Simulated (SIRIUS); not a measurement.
# MoS2 (R3m) in SIRIUS: convergence with lmax of the potential

Aim: find how far lmax of the potential must go before the results for MoS2 settle, at PBEsol. This setting moves, with any that are tied to it; all else stays.

Everything below comes from runs of SIRIUS 7.12.0. Logs are shortened: lines on timing, memory, paths and dates and some standing lists are left out, and cuts for length are marked. The log counts tension as positive stress, the text compression.

**1. The crystal as given**

The structure is trigonal, space group R3m (No. 160). Conventional cell: a = 3.160 Å, b = 3.160 Å, c = 18.450 Å, α = 90.00°, β = 90.00°, γ = 120.00°. Mo (site symmetry 3m) has 6 S at 2.39 Å as nearest neighbours. S (site symmetry 3m) is surrounded by 3 Mo at 2.39 Å. S (site symmetry 3m) is surrounded by 3 Mo at 2.39 Å.

Measurements of this composition are mostly on another form, of space group No. 194.

**2. With lmax of the potential 2**

sirius.json reads:

```json
{
  "control": {
    "processing_unit": "cpu",
    "std_evp_solver_name": "lapack",
    "gen_evp_solver_name": "lapack",
    "verbosity": 2,
    "print_forces": true,
    "ortho_rf": true,
    "use_second_variation": true,
    "rmt_max": 3.0,
    "num_bands_to_print": 24,
    "save_wf": true
  },
  "parameters": {
    "electronic_structure_method": "full_potential_lapwlo",
    "xc_functionals": ["XC_GGA_X_PBE_SOL", "XC_GGA_C_PBE_SOL"],
    "core_relativity": "dirac",
    "valence_relativity": "iora",
    "num_fv_states": 31,
    "smearing": "fermi_dirac",
    "smearing_width": 0.0018374661,
    "pw_cutoff": 20,
    "gk_cutoff": 3.78,
    "lmax_apw": 10,
    "lmax_rho": 2,
    "lmax_pot": 2,
    "num_mag_dims": 0,
    "auto_rmt": 0,
    "ngridk": [10, 10, 10],
    "shiftk": [0, 0, 0],
    "num_dft_iter": 80,
    "energy_tol": 1e-07,
    "density_tol": 1e-05,
    "use_symmetry": true
  },
  "settings": {"tol_ne": 1e-10},
  "iterative_solver": {"type": "exact"},
  "mixer": {"type": "anderson", "beta": 0.5, "max_history": 8},
  "unit_cell": {
    "lattice_vectors": [
      [2.9857672769, 1.723833541, 11.6218156664],
      [-2.9857672769, 1.723833541, 11.6218156664],
      [0.0, -3.447667082, 11.6218156664]
    ],
    "atom_types": ["Mo", "S"],
    "atom_files": {"Mo": "Mo.json", "S": "S.json"},
    "atoms": {"Mo": [[0.0, 0.0, 0.0]], "S": [[0.417, 0.417, 0.417], [0.25, 0.25, 0.25]]}
  }
}
```

Mo.json reads:

```json
{
  "name": "molybdenum",
  "symbol": "Mo",
  "number": 42,
  "mass": 95.96,
  "rmin": 1e-06,
  "rmt": 2.33,
  "nrmt": 800,
  "rinf": 17.03,
  "core": "1s2s2p3s3p3d",
  "valence": [
    {"basis": [{"enu": 0.08, "dme": 0, "n": 0, "auto": 0}, {"enu": 0.08, "dme": 1, "n": 0, "auto": 0}]},
    {"l": 0, "n": 1, "basis": [{"enu": 0.18, "dme": 0, "n": 0, "auto": 0}]},
    {"l": 1, "n": 2, "basis": [{"enu": 0.18, "dme": 0, "n": 0, "auto": 0}]},
    {"l": 2, "n": 3, "basis": [{"enu": 0.18, "dme": 0, "n": 0, "auto": 0}]},
    {"l": 3, "n": 4, "basis": [{"enu": 0.18, "dme": 0, "n": 0, "auto": 0}]}
  ],
  "lo": [
    {"l": 0, "basis": [{"enu": 0.18, "dme": 0, "n": 0, "auto": 0}, {"enu": 0.18, "dme": 1, "n": 0, "auto": 0}]},
    {
      "l": 0,
      "basis": [{"enu": -2.0359, "dme": 0, "n": 4, "auto": 1}, {"enu": -2.0359, "dme": 1, "n": 4, "auto": 1}]
    },
    {
      "l": 0,
      "basis": [{"enu": -2.0359, "dme": 1, "n": 4, "auto": 1}, {"enu": 0.18, "dme": 0, "n": 0, "auto": 0}]
    },
    {"l": 0, "basis": [{"enu": 0.18, "dme": 0, "n": 0, "auto": 0}, {"enu": 3.1272, "dme": 0, "n": 0, "auto": 0}]},
    {"l": 1, "basis": [{"enu": 0.18, "dme": 0, "n": 0, "auto": 0}, {"enu": 0.18, "dme": 1, "n": 0, "auto": 0}]},
    {
      "l": 1,
      "basis": [{"enu": -1.0913, "dme": 0, "n": 4, "auto": 1}, {"enu": -1.0913, "dme": 1, "n": 4, "auto": 1}]
    },
    {
      "l": 1,
      "basis": [{"enu": -1.0913, "dme": 1, "n": 4, "auto": 1}, {"enu": 0.18, "dme": 0, "n": 0, "auto": 0}]
    },
    {"l": 1, "basis": [{"enu": 0.18, "dme": 0, "n": 0, "auto": 0}, {"enu": 3.5693, "dme": 0, "n": 0, "auto": 0}]},
    {"l": 2, "basis": [{"enu": 0.18, "dme": 0, "n": 0, "auto": 0}, {"enu": 0.18, "dme": 1, "n": 0, "auto": 0}]},
    {"l": 2, "basis": [{"enu": 0.18, "dme": 1, "n": 0, "auto": 0}, {"enu": 0.18, "dme": 2, "n": 0, "auto": 0}]},
    {"l": 2, "basis": [{"enu": 0.18, "dme": 0, "n": 0, "auto": 0}, {"enu": 3.0535, "dme": 0, "n": 0, "auto": 0}]},
    {"l": 3, "basis": [{"enu": 0.18, "dme": 0, "n": 0, "auto": 0}, {"enu": 0.18, "dme": 1, "n": 0, "auto": 0}]},
    {"l": 3, "basis": [{"enu": 0.18, "dme": 0, "n": 0, "auto": 0}, {"enu": 3.3851, "dme": 0, "n": 0, "auto": 0}]}
  ],
  "free_atom": [... radial grid and density of the free atom, the start of the SCF ...]
}
```

S.json reads:

```json
{
  "name": "sulphur",
  "symbol": "S",
  "number": 16,
  "mass": 32.065,
  "rmin": 1e-06,
  "rmt": 2.1,
  "nrmt": 800,
  "rinf": 13.52,
  "core": "1s",
  "valence": [
    {"basis": [{"enu": 0.08, "dme": 0, "n": 0, "auto": 0}, {"enu": 0.08, "dme": 1, "n": 0, "auto": 0}]},
    {"l": 0, "n": 1, "basis": [{"enu": 0.0434, "dme": 0, "n": 0, "auto": 0}]},
    {"l": 1, "n": 2, "basis": [{"enu": 0.18, "dme": 0, "n": 0, "auto": 0}]},
    {"l": 2, "n": 3, "basis": [{"enu": 0.18, "dme": 0, "n": 0, "auto": 0}]},
    {"l": 3, "n": 4, "basis": [{"enu": 0.18, "dme": 0, "n": 0, "auto": 0}]}
  ],
  "lo": [
    {
      "l": 0,
      "basis": [{"enu": 0.0434, "dme": 0, "n": 0, "auto": 0}, {"enu": 0.0434, "dme": 1, "n": 0, "auto": 0}]
    },
    {
      "l": 0,
      "basis": [{"enu": 0.0434, "dme": 1, "n": 0, "auto": 0}, {"enu": 0.0434, "dme": 2, "n": 0, "auto": 0}]
    },
    {
      "l": 0,
      "basis": [{"enu": -7.2963, "dme": 0, "n": 2, "auto": 1}, {"enu": -7.2963, "dme": 1, "n": 2, "auto": 1}]
    },
    {
      "l": 0,
      "basis": [{"enu": 0.0434, "dme": 0, "n": 0, "auto": 0}, {"enu": 2.7645, "dme": 0, "n": 0, "auto": 0}]
    },
    {"l": 1, "basis": [{"enu": 0.18, "dme": 0, "n": 0, "auto": 0}, {"enu": 0.18, "dme": 1, "n": 0, "auto": 0}]},
    {
      "l": 1,
      "basis": [{"enu": -5.3082, "dme": 0, "n": 2, "auto": 1}, {"enu": -5.3082, "dme": 1, "n": 2, "auto": 1}]
    },
    {
      "l": 1,
      "basis": [{"enu": -5.3082, "dme": 1, "n": 2, "auto": 1}, {"enu": 0.18, "dme": 0, "n": 0, "auto": 0}]
    },
    {"l": 1, "basis": [{"enu": 0.18, "dme": 0, "n": 0, "auto": 0}, {"enu": 4.3523, "dme": 0, "n": 0, "auto": 0}]},
    {"l": 2, "basis": [{"enu": 0.18, "dme": 0, "n": 0, "auto": 0}, {"enu": 0.18, "dme": 1, "n": 0, "auto": 0}]},
    {"l": 2, "basis": [{"enu": 0.18, "dme": 1, "n": 0, "auto": 0}, {"enu": 0.18, "dme": 2, "n": 0, "auto": 0}]},
    {"l": 2, "basis": [{"enu": 0.18, "dme": 0, "n": 0, "auto": 0}, {"enu": 3.7174, "dme": 0, "n": 0, "auto": 0}]},
    {"l": 3, "basis": [{"enu": 0.18, "dme": 0, "n": 0, "auto": 0}, {"enu": 0.18, "dme": 1, "n": 0, "auto": 0}]}
  ],
  "free_atom": [... radial grid and density of the free atom, the start of the SCF ...]
}
```

sirius_start.json reads:

```json
{
  "control": {
    "processing_unit": "cpu",
    "std_evp_solver_name": "lapack",
    "gen_evp_solver_name": "lapack",
    "verbosity": 1,
    "print_forces": false,
    "ortho_rf": true,
    "use_second_variation": true,
    "rmt_max": 3.0,
    "num_bands_to_print": 24,
    "save_wf": false
  },
  "parameters": {
    "electronic_structure_method": "full_potential_lapwlo",
    "xc_functionals": ["XC_LDA_X", "XC_LDA_C_PW"],
    "core_relativity": "dirac",
    "valence_relativity": "iora",
    "num_fv_states": 31,
    "smearing": "fermi_dirac",
    "smearing_width": 0.0055123983,
    "pw_cutoff": 20,
    "gk_cutoff": 3.02,
    "lmax_apw": 10,
    "lmax_rho": 2,
    "lmax_pot": 2,
    "num_mag_dims": 0,
    "auto_rmt": 0,
    "ngridk": [4, 4, 4],
    "shiftk": [0, 0, 0],
    "num_dft_iter": 30,
    "energy_tol": 0.01,
    "density_tol": 0.05,
    "use_symmetry": true
  },
  "settings": {"tol_ne": 1e-10},
  "iterative_solver": {"type": "exact"},
  "mixer": {"type": "anderson", "beta": 0.5, "max_history": 8},
  "unit_cell": {
    "lattice_vectors": [
      [2.9857672769, 1.723833541, 11.6218156664],
      [-2.9857672769, 1.723833541, 11.6218156664],
      [0.0, -3.447667082, 11.6218156664]
    ],
    "atom_types": ["Mo", "S"],
    "atom_files": {"Mo": "Mo.json", "S": "S.json"},
    "atoms": {"Mo": [[0.0, 0.0, 0.0]], "S": [[0.417, 0.417, 0.417], [0.25, 0.25, 0.25]]}
  }
}
```

Potentials or basis: all-electron FP-LAPW, apw+lo standard.

Launch:

```console
> OMP_NUM_THREADS=1 sirius.scf --input=sirius_start.json --output=start.json
> OMP_NUM_THREADS=1 sirius.scf --input=sirius.json --output=output.json --task=1
```

Output:

```text
[info] SIRIUS version : 7.12.0
[info] number of MPI ranks           : 1
[info] MPI grid                      : 1 1
[info] maximum number of OMP threads : 1
[fft] FFT context for density and potential
[fft] =====================================
[fft]   plane wave cutoff                     : 20
[fft]   grid size                             : 80 80 80   total : 512000
[fft]   grid limits                           : -39 40   -39 40   -39 40
[fft]   number of G-vectors within the cutoff : 48397
[fft]   number of G-shells                    : 4530
[fft] FFT context for coarse grid
[fft] =====================================
[fft]   plane wave cutoff                     : 7.56
[fft]   grid size                             : 32 32 32   total : 32768
[fft]   grid limits                           : -15 16   -15 16   -15 16
[fft]   number of G-vectors within the cutoff : 2601
[fft]   number of G-shells                    : 292
[unit cell] lattice vectors
[unit cell]   a1 :       2.9857672769      1.7238335410     11.6218156664
[unit cell]   a2 :      -2.9857672769      1.7238335410     11.6218156664
[unit cell]   a3 :       0.0000000000     -3.4476670820     11.6218156664
[unit cell] reciprocal lattice vectors
[unit cell]   b1 :       1.0521893913      0.6074818283      0.1802123835
[unit cell]   b2 :      -1.0521893913      0.6074818283      0.1802123835
[unit cell]   b3 :      -0.0000000000     -1.2149636566      0.1802123835
[unit cell] unit cell volume :       358.90252505 [a.u.^3]
[unit cell] 1/sqrt(omega)    :         0.05278515
[unit cell] MT volume        :       130.57019110 (36.38%)
[unit cell] IT volume        :       228.33233395 (63.62%)
[unit cell] number of atom types : 2
[unit cell] type id : 0 symbol : Mo mt_radius :   2.330000 num_atoms : 1
[unit cell] type id : 1 symbol :  S mt_radius :   2.100000 num_atoms : 2
[unit cell] total number of atoms : 3
[unit cell] number of symmetry classes : 3
[unit cell] atom id  type id  class id             position                      vector_field
[unit cell] ------------------------------------------------------------------------------------------
[unit cell]      0        0        0      0.00000   0.00000   0.00000      0.00000   0.00000   0.00000
[unit cell]      1        1        1      0.41700   0.41700   0.41700      0.00000   0.00000   0.00000
[... 470 lines left out ...]
[diagonalize] ik:  115   -7.281686   -7.279875   -5.263414   -5.263414   -5.261594   -5.261554   -5.261554   -5.259836   -1.983089   -1.034649   -1.025831   -1.025831   -0.269945   -0.230769    0.051813    0.147271    0.148482    0.148482    0.196223    0.196223    0.275321    0.352139    0.352139    0.361026
[generate_core_charge_density] atom class : 0
[generate_core_charge_density]   n,l,k : 1 0 1  energy :        -727.30420123
[generate_core_charge_density]   n,l,k : 2 0 1  energy :        -102.39260316
[generate_core_charge_density]   n,l,k : 2 1 1  energy :         -94.18293604
[generate_core_charge_density]   n,l,k : 2 1 2  energy :         -90.27061359
[generate_core_charge_density]   n,l,k : 3 0 1  energy :         -17.11015355
[generate_core_charge_density]   n,l,k : 3 1 1  energy :         -13.98710139
[generate_core_charge_density]   n,l,k : 3 1 2  energy :         -13.34255515
[generate_core_charge_density]   n,l,k : 3 2 2  energy :          -7.81756338
[generate_core_charge_density]   n,l,k : 3 2 3  energy :          -7.69545582
[generate_core_charge_density] atom class : 1
[generate_core_charge_density]   n,l,k : 1 0 1  energy :         -87.77952696
[... 28 lines left out ...]
[find] valence_eval_sum               :    -100.98539638
[find] core_eval_sum                  :   -2752.72479929
[find] kinetic energy                 :    4995.95602281
[find] enuc                           :   -5856.65071981
[find] <rho|V^{XC}>                   :    -225.22709676
[find] <rho|E^{XC}>                   :    -171.75235744
[find] <mag|B^{XC}>                   :       0.00000000
[find] <rho|V^{H}>                    :   -7624.43912181
[find] smearing (-TS)                 :      -0.00000006
[find] SCF correction                 :       0.00003124
[find] Total energy                   :   -4844.66658411 (Ha),   -9689.33316823 (Ry)
[find] Free energy (E-TS)             :   -4844.66658417 (Ha),   -9689.33316834 (Ry)
[find] band gap (eV)                  :       0.90946563
[find] Efermi                         :       0.29703579
[find] iteration : 8, RMS (target) : 2.7794e-06 (1.0000e-05) , energy difference (target) : -2.6375e-08 (1.0000e-07)
[find] converged after 9 SCF iterations!
[find] Charges and magnetic moments
[find] --------------------------------------------------------------------------------
[find] atom      charge    core leakage
[find] --------------------------------------------------------------------------------
[find]    0   39.754497    2.688391e-06
[find]    1   14.266929    0.000000e+00
[find]    2   14.271161    0.000000e+00
[find] total core leakage    : 2.68839068e-06
[find] interstitial charge   : 5.707408
[find] total charge          : 73.999996
[find] Energy
[find] --------------------------------------------------------------------------------
[find] valence_eval_sum               :    -100.98539638
[find] core_eval_sum                  :   -2752.72479929
[find] kinetic energy                 :    4995.95602281
[find] enuc                           :   -5856.65071981
[find] <rho|V^{XC}>                   :    -225.22709676
[find] <rho|E^{XC}>                   :    -171.75235744
[find] <mag|B^{XC}>                   :       0.00000000
[find] <rho|V^{H}>                    :   -7624.43912181
[find] smearing (-TS)                 :      -0.00000006
[find] SCF correction                 :       0.00003124
[find] Total energy                   :   -4844.66658411 (Ha),   -9689.33316823 (Ry)
[find] Free energy (E-TS)             :   -4844.66658417 (Ha),   -9689.33316834 (Ry)
[find] band gap (eV)                  :       0.90946563
[find] Efermi                         :       0.29703579
[ground_state]
[ground_state] ==== total Forces in Ha/bohr =====
[ground_state] atom:    0, force:       0.0000000     -0.0000000      0.0017613
[ground_state] atom:    1, force:       0.0000000     -0.0000000      0.0132968
[ground_state] atom:    2, force:       0.0000000      0.0000000     -0.0151527
[ground_state] ==== contribution from density =====
[ground_state] atom:    0, force:       0.0000000      0.0000000     -0.0093015
[ground_state] atom:    1, force:       0.0000000      0.0000000     -0.0382350
[ground_state] atom:    2, force:       0.0000000     -0.0000000      0.0393650
[ground_state] ==== contribution from Hartree potential =====
[ground_state] atom:    0, force:       0.0000000     -0.0000000      0.0123315
[ground_state] atom:    1, force:       0.0000000     -0.0000000      0.3343239
[ground_state] atom:    2, force:       0.0000000      0.0000000     -0.3388084
[ground_state] ==== contribution from IBS =====
[ground_state] atom:    0, force:       0.0000000      0.0000000     -0.0012688
[ground_state] atom:    1, force:       0.0000000      0.0000000     -0.2827920
[ground_state] atom:    2, force:       0.0000000     -0.0000000      0.2842906
```

It took 4.1 min on 1 thread of Arm Neoverse V2, shared host; peak memory 0.84 GiB.

What came out:

| Item | Value |
| --- | --- |
| Free energy | -131830.0937 eV |
| Largest force | 0.779 eV/Å |
| Band gap on the k mesh | 0.91 eV, indirect (least direct gap 1.87 eV) |
| All electrons inside the program's atomic spheres | Mo 39.75; S 14.27 (radii Mo 2.33, S 2.1 bohr) |

**3. With lmax of the potential 3**

sirius.json: that of step 2 with these lines changed.

```diff
@@ -24,4 +24,4 @@
     "lmax_apw": 10,
-    "lmax_rho": 2,
-    "lmax_pot": 2,
+    "lmax_rho": 3,
+    "lmax_pot": 3,
     "num_mag_dims": 0,
```

Mo.json is that of step 2.

S.json is that of step 2.

sirius_start.json: that of step 2 with these lines changed.

```diff
@@ -24,4 +24,4 @@
     "lmax_apw": 10,
-    "lmax_rho": 2,
-    "lmax_pot": 2,
+    "lmax_rho": 3,
+    "lmax_pot": 3,
     "num_mag_dims": 0,
```

Potentials or basis: all-electron FP-LAPW, apw+lo standard.

Launch:

```console
> OMP_NUM_THREADS=1 sirius.scf --input=sirius_start.json --output=start.json
> OMP_NUM_THREADS=1 sirius.scf --input=sirius.json --output=output.json --task=1
```

Run time: 4.1 min. Hardware: 1 thread of Arm Neoverse V2, shared host; peak memory 0.86 GiB.

What came out:

| Quantity | Value |
| --- | --- |
| Free energy | -131830.2547 eV |
| Largest force | 0.454 eV/Å |
| Band gap on the k mesh | 0.92 eV, indirect (least direct gap 1.87 eV) |
| All electrons inside the program's atomic spheres | Mo 39.76; S 14.27 (radii Mo 2.33, S 2.1 bohr) |

**4. With lmax of the potential 4**

sirius.json: that of step 3 with these lines changed.

```diff
@@ -24,4 +24,4 @@
     "lmax_apw": 10,
-    "lmax_rho": 3,
-    "lmax_pot": 3,
+    "lmax_rho": 4,
+    "lmax_pot": 4,
     "num_mag_dims": 0,
```

Mo.json is that of step 3.

S.json is that of step 3.

sirius_start.json: that of step 3 with these lines changed.

```diff
@@ -24,4 +24,4 @@
     "lmax_apw": 10,
-    "lmax_rho": 3,
-    "lmax_pot": 3,
+    "lmax_rho": 4,
+    "lmax_pot": 4,
     "num_mag_dims": 0,
```

Launch:

```console
> OMP_NUM_THREADS=1 sirius.scf --input=sirius_start.json --output=start.json
> OMP_NUM_THREADS=1 sirius.scf --input=sirius.json --output=output.json --task=1
```

Run time: 4 min. Hardware: 1 thread of Arm Neoverse V2, shared host; peak memory 0.87 GiB.

What came out:

| Item | Value |
| --- | --- |
| Free energy | -131830.3207 eV |
| Largest force | 0.304 eV/Å |
| Band gap on the k mesh | 0.89 eV, indirect (least direct gap 1.95 eV) |
| All electrons inside the program's atomic spheres | Mo 39.76; S 14.27 (radii Mo 2.33, S 2.1 bohr) |

**5. With lmax of the potential 6**

sirius.json: that of step 4 with these lines changed.

```diff
@@ -24,4 +24,4 @@
     "lmax_apw": 10,
-    "lmax_rho": 4,
-    "lmax_pot": 4,
+    "lmax_rho": 6,
+    "lmax_pot": 6,
     "num_mag_dims": 0,
```

Mo.json is that of step 4.

S.json is that of step 4.

sirius_start.json: that of step 4 with these lines changed.

```diff
@@ -24,4 +24,4 @@
     "lmax_apw": 10,
-    "lmax_rho": 4,
-    "lmax_pot": 4,
+    "lmax_rho": 6,
+    "lmax_pot": 6,
     "num_mag_dims": 0,
```

Launch:

```console
> OMP_NUM_THREADS=1 sirius.scf --input=sirius_start.json --output=start.json
> OMP_NUM_THREADS=1 sirius.scf --input=sirius.json --output=output.json --task=1
```

Run time: 4.6 min. Hardware: 1 thread of Arm Neoverse V2, shared host; peak memory 0.92 GiB.

Results:

```yaml
Free_energy: -131830.3763 eV
Largest_force: 0.262 eV/Å
Band_gap_on_the_k_mesh: 0.91 eV, indirect (least direct gap 1.96 eV)
All_electrons_inside_the_program's_atomic_spheres: Mo 39.76; S 14.27 (radii Mo 2.33, S 2.1 bohr)
```

**6. With lmax of the potential 8**

sirius.json: that of step 5 with these lines changed.

```diff
@@ -24,4 +24,4 @@
     "lmax_apw": 10,
-    "lmax_rho": 6,
-    "lmax_pot": 6,
+    "lmax_rho": 8,
+    "lmax_pot": 8,
     "num_mag_dims": 0,
```

Mo.json is that of step 5.

S.json is that of step 5.

sirius_start.json: that of step 5 with these lines changed.

```diff
@@ -24,4 +24,4 @@
     "lmax_apw": 10,
-    "lmax_rho": 6,
-    "lmax_pot": 6,
+    "lmax_rho": 8,
+    "lmax_pot": 8,
     "num_mag_dims": 0,
```

Potentials or basis: all-electron FP-LAPW, apw+lo standard.

Launch:

```console
> OMP_NUM_THREADS=1 sirius.scf --input=sirius_start.json --output=start.json
> OMP_NUM_THREADS=1 sirius.scf --input=sirius.json --output=output.json --task=1
```

It took 4.4 min on 1 thread of Arm Neoverse V2, shared host; peak memory 1 GiB.

It converged, with:

```yaml
Free_energy: -131830.3751 eV
Largest_force: 0.261 eV/Å
Band_gap_on_the_k_mesh: 0.91 eV, indirect (least direct gap 1.96 eV)
All_electrons_inside_the_program's_atomic_spheres: Mo 39.76; S 14.27 (radii Mo 2.33, S 2.1 bohr)
```

(Part 1 of 2 ends here.)
